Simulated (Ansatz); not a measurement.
# Si2Mo: the cost of one run

Program: Ansatz 0.2.0. Level of theory: DFT PBE, scalar-relativistic, plane waves, PAW. These are calculated values, not measurements.

2 further runs of the same task are left out: 2 set aside as unsound or not needed. Runs told in other sessions of the task aren't counted.

**1. The structure to begin with**

It takes space group I4/mmm (No. 139, tetragonal). Conventional cell: a = 3.217 Å, b = 3.217 Å, c = 7.873 Å, α = 90.00°, β = 90.00°, γ = 90.00°. Around Si (site symmetry 4mm) lie 5 Si at 2.60 to 2.64 Å and 5 Mo at 2.62 to 2.64 Å. Around Mo (site symmetry 4/mmm) lie 10 Si at 2.62 to 2.64 Å.

As a file:

```cif
data_structure
_symmetry_space_group_name_H-M 'P 1'
_symmetry_Int_Tables_number 1
_cell_length_a 3.2168
_cell_length_b 3.2168
_cell_length_c 15.7460
_cell_angle_alpha 90.000
_cell_angle_beta 90.000
_cell_angle_gamma 90.000
_cell_volume 162.94
loop_
_atom_site_label
_atom_site_type_symbol
_atom_site_fract_x
_atom_site_fract_y
_atom_site_fract_z
_atom_site_occupancy
Si1 Si 0.50000 0.50000 0.41755 1
Si2 Si 0.00000 0.00000 0.16755 1
Si3 Si 0.50000 0.50000 0.91755 1
Si4 Si 0.00000 0.00000 0.66755 1
Si5 Si 0.50000 0.50000 0.58245 1
Si6 Si 0.00000 0.00000 0.33245 1
Si7 Si 0.50000 0.50000 0.08245 1
Si8 Si 0.00000 0.00000 0.83245 1
Mo1 Mo 0.00000 0.00000 0.50000 1
Mo2 Mo 0.50000 0.50000 0.25000 1
Mo3 Mo 0.00000 0.00000 0.00000 1
Mo4 Mo 0.50000 0.50000 0.75000 1
```

It is built from the cell relaxed beforehand with the same method (13.58 Å³/atom).

**2. Zero of energy**

The cell is repeated 4 times, 12 atoms in all. The reference gives a free energy of -24916.5057 eV, pressure 0.01 GPa, largest force 0.007 eV/Å and gap on the mesh none (metal). It was computed beforehand with the settings of the runs below.

**3. The scan: rigid cleavage**

The cut lies on the cell's a–b face, a (0 0 1) plane of area 10.35 Å², between layers 1.30 Å apart (Si below, Mo above); the cell is 15.7 Å thick. Vector c is lengthened by d along the normal with the atoms' Cartesian places fixed: one unrelaxed cut per cell.

**4. d = 1.00 Å**

File input.yaml:

```yaml
crystal:
  lattice:
    - [-3.2168473663, 0.0, 0.0]
    - [0.0, -3.2168473663, 0.0]
    - [0.0, 0.0, 16.7460400265]
  atoms:
    - { symbol: Si, position: [0.5, 0.5, 0.1963309761] }
    - { symbol: Si, position: [1.0, 1.0, 0.9015442684] }
    - { symbol: Si, position: [0.5, 0.5, 0.6664731709] }
    - { symbol: Si, position: [1.0, 1.0, 0.4314020735] }
    - { symbol: Si, position: [0.5, 0.5, 0.3513846809] }
    - { symbol: Si, position: [1.0, 1.0, 0.1163135835] }
    - { symbol: Si, position: [0.5, 0.5, 0.8215268758] }
    - { symbol: Si, position: [1.0, 1.0, 0.5864557784] }
    - { symbol: Mo, position: [0.0, 0.0, 0.2738578285] }
    - { symbol: Mo, position: [0.5, 0.5, 0.0387867311] }
    - { symbol: Mo, position: [0.0, 0.0, 0.7440000234] }
    - { symbol: Mo, position: [0.5, 0.5, 0.5089289259] }
basis:
  ecutwfc: 420
kpoints:
  mp_grid: { grid: [14, 14, 3] }
hamiltonian:
  xc: pbe
scf:
  occupations: { method: gaussian, width: 0.15 }
output:
  forces: true
  stress: true
  eigenvalues: true
```

Launch:

```
$ ansatz run input.yaml --threads 2 --pin off --max-ram 5120MiB --backend cpu --events-out ev --progress --plain --runs-dir out
```

**Question.** How long does this run take on 2 threads of Oxide Virtual Turin-like (Zen 5), shared host, and how much memory does it need?

About 22 s, with a peak of 0.8 GiB.
